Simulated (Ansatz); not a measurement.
How far is PAW off for In?

```
CELL_PARAMETERS angstrom
1.64707 0.95094 8.09654
-1.64707 0.95094 8.09654
0.00000 -1.90187 8.09654
ATOMIC_POSITIONS crystal
In 0.00000 0.00000 0.00000
In 0.77801 0.77801 0.77801
In 0.22199 0.22199 0.22199
```

Atom numbers follow the list: In1, In2, In3.

Conventional cell: a = 3.294 Å, b = 3.294 Å, c = 24.290 Å, α = 90.00°, β = 90.00°, γ = 120.00°. In (atom 1) has 12 In at 3.29 to 3.31 Å as nearest neighbours. In (atom 2) has 12 In at 3.29 to 3.31 Å as nearest neighbours.

The cell is the one relaxed in the Materials Project (mp-1184502), not relaxed further here; entries there can be hypothetical. The listed cell was then made from it by scaling, straining or moving an atom.

Spin–orbit coupling is left out, though it moves levels of the heavy atoms by tenths of an eV or more.

All numbers are computed: DFT, PBE, PAW with Ansatz's default frozen-core files, scalar-relativistic (Ansatz 0.2.0); DFT, PBE, all-electron PAW with datasets made for the crystal, scalar-relativistic (Ansatz 0.2.0); DFT, PBE, all-electron LAPW, scalar-relativistic (Ansatz 0.2.0).

For PAW: a Γ-centred 14×14×14 k mesh, Fermi–Dirac smearing of 0.05 eV, cutoff 420 eV, no spin polarisation. The crystal-made all-electron datasets (AE datasets) take a cutoff of 260 eV at this cell. LAPW targets a basis error of 0.5 meV/atom. The Ansatz runs share mesh, smearing and spin set-up. Plane-wave (PAW) pressures include the program's estimate of the Pulay term.

Stress and pressure are positive in compression.

The change that made this cell: volume scaled by 0.96.

```tsv
quantity	PAW	AE datasets	LAPW
pressure (GPa)	3.65	3.65	3.65
stress xx (GPa)	3.55	3.55	3.55
stress zz (GPa)	3.84	3.84	3.84
force on In2, z (eV/Å)	-0.031	-0.031	-0.031
```
